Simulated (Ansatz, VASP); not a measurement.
This is a calculation of Be for VASP 6.6.1. This isn't the form of Be at room conditions, which is hcp.

File INCAR:

```
AGGAC = 1.0
AGGAX = 1.0
ALDAC = 0.0
ALDAX = 1.0
ALGO = Normal
EDIFF = 1E-6
EDIFFG = -0.01
ENCUT = 600
GGA = B5
IBRION = 2
ISIF = 3
ISMEAR = -1
LASPH = True
LCHARG = False
LREAL = False
LWAVE = False
NELM = 60
NSW = 60
PREC = Accurate
SIGMA = 0.05
```

KPOINTS

```
k-points
0
Gamma
  13 13 10
```

The input POSCAR:

```
Be
1.0
    2.0208100000      0.0000000000      0.0000000000
    0.0000000000      2.0208100000      0.0000000000
    0.0000000000      0.0000000000      2.6616400000
Be
1
Direct
    0.0000000000      0.0000000000      0.5000000000
```

Potentials or basis: VASP PAW PBE potentials, release 64 (Be).

Command:

```bash
$ cat potpaw_PBE.64/Be/POTCAR > POTCAR
$ mpirun -np 1 vasp_std > vasp.out
```

Q: Translate it to Ansatz 0.2.0. Potentials or basis there: Ansatz PAW, cutoff 420 eV.

A: As run (cutoffs and basis follow the program's own potentials, and thresholds, step limits or extra output files can differ):

File input.yaml:

```yaml
crystal:
  lattice:
    - [2.02081, 0.0, 0.0]
    - [0.0, 2.02081, 0.0]
    - [0.0, 0.0, 2.66164]
  atoms:
    - { symbol: Be, position: [0.0, 0.0, 0.5] }
hamiltonian:
  xc: blyp
  pseudopotentials: { kind: paw }
kpoints:
  mp_grid: { grid: [13, 13, 10] }
scf:
  occupations: { method: fermi_dirac, width: 0.05 }
output:
  forces: true
  stress: true
  eigenvalues: true
  write_density: true
  write_potential: true
  elf: true
  volumetric_format: npy
relax:
  f_tol: 0.01
  max_steps: 40
  cell: { stress_tol: 0.05 }
```

Potentials or basis: Ansatz PAW.

Launch:

```console
$ ansatz run input.yaml --threads 2 --pin off --max-ram 5632MiB --backend cpu --events-out ev --progress --plain --runs-dir out
```

Both were run:

|  | VASP | Ansatz |
| --- | --- | --- |
| Relaxed volume | 12.15 Å³/atom | 12.11 Å³/atom |
| Relaxed cell | a = 2.012 Å, b = 2.012 Å, c = 3.002 Å, α = 90.00°, β = 90.00°, γ = 90.00° | a = 2.014 Å, b = 2.014 Å, c = 2.987 Å, α = 90.00°, β = 90.00°, γ = 90.00° |
| Space group after relaxing | P4/mmm (No. 123) | P4/mmm (No. 123) |
| Pressure after relaxing | 0.0 GPa | 0.0 GPa |

Ansatz's pressure holds a Pulay term of +0.03 GPa for its cutoff of 420 eV, which the other run lacks.

VASP's potentials were made for PBE. Ansatz's potentials were made for PBE.

Where Ansatz's input types no cutoff or centring, it takes its own default and a Γ-centred mesh.

Pressure is positive in compression.
